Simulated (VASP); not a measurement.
# InP, self-consistent run: which settings are enough?

InP, F-43m (no. 216), 2 atoms in the cell. MS2; PAW potentials In_d, P (PBE set). VASP 6.6.1.

Wanted: energy within 0.2 meV/atom; levels at the zone centre within 0.003 eV.

What the run is for: comparing ways to start; Accuracy asked: tight.

Levels at the zone centre: counted from the valence top at that point.

POSCAR:
```
InP
1.0
    0.0000000000      2.9305000000      2.9305000000
    2.9305000000      0.0000000000      2.9305000000
    2.9305000000      2.9305000000      0.0000000000
In P
1 1
Direct
    0.0000000000      0.0000000000      0.0000000000
    0.7500000000      0.7500000000      0.7500000000
```

## How the run starts (with a second run first, the time holds both)

| How the run starts (with a second run first, the time holds both) | Energy less reference (meV/atom) | Levels at the zone centre, largest deviation (eV) | Time (s) |
|---|---|---|---|
| from scratch: 18 SCF iterations | 0.00 | 0.0000 | 36 |
| PBE orbitals (WAVECAR): 13 + 12 SCF iterations | 0.00 | 0.0001 | 35 |
| PBE density (CHGCAR): 13 + 19 SCF iterations | 0.00 | 0.0001 | 47 |
| loose PBE orbitals: 9 + 12 SCF iterations | 0.00 | 0.0001 | 34 |

## Question

For each series: keep the first row unless others stay within half of the tolerance and take at least 30 % less time, and then take the fastest.

## Answer

- How the run starts (with a second run first, the time holds both): from scratch: 18 SCF iterations

The chosen settings are those of the reference run.

Values of the reference run: Levels at the zone centre: 0, 0, 1.121 eV from the valence top at Gamma.

## The input

INCAR:
```
SYSTEM = InP
METAGGA = MS2 ; ISMEAR = 0
SIGMA = 0.03 ; LWAVE = .False.
LCHARG = .False. ; ISIF = 2
PREC = Accurate ; LASPH = .True.
LREAL = .False. ; ALGO = Normal
EDIFF = 1E-6 ; NELM = 120
GGA_COMPAT = .False. ; ENCUT = 440
EFERMI = MIDGAP ; LMIXTAU = .True.
```

KPOINTS:
```
k-points
0
Gamma
  7 7 7
```

Commands:
```
cat potpaw_PBE.64/In_d/POTCAR potpaw_PBE.64/P/POTCAR > POTCAR
mpirun -np 1 vasp_std > vasp.out
```

The chosen input took VASP 6.6.1 36 s on 1 core (Intel Xeon Platinum 8375C @ 2.90GHz (Ice Lake)), a shared host.
